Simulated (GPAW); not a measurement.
# Cl in GPAW: the effect of functional

Crystal: Cl.

```
Cl
1.0
     3.14500   -2.25000    0.00000
     3.14500    2.25000    0.00000
     0.00000    0.00000    8.21000
Cl
4
Direct
  0.37000 0.63000 0.40000
  0.13000 0.87000 0.90000
  0.63000 0.37000 0.60000
  0.87000 0.13000 0.10000
```

Alike in all runs:

```yaml
Program: GPAW 26.7.0
Task: dielectric tensor
Cutoff: 500 eV
Basis: pw
k_mesh: 6 × 6 × 3
Occupations: fermi-dirac, width 0.001 eV
Spin: no spin polarisation
```

| functional | potentials or basis | dielectric constant (mean) |
| --- | --- | --- |
| LDA | the program's PAW data sets (release 1.2.1) made for this functional | 3.20 |
| AM05 | PAW data sets generated in the run's folder for this functional | ? |
| PBEsol | PAW data sets generated in the run's folder for this functional | 3.06 |
| RPBE | the program's PAW data sets (release 1.2.1) made for this functional | 2.84 |
| GLLB-SC | the program's PAW data sets (release 1.2.1) made for this functional | 2.52 |

**Question.** What does the run with functional AM05 give?

**Answer.** Dielectric constant 2.99 mean.

Caveats: the long-wavelength limit can be off by a per cent or two; a model potential gives levels but no total energy (some runs); response on these states lacks terms of the Hamiltonian (some runs).

Runs at the PBE level aren't shown here.
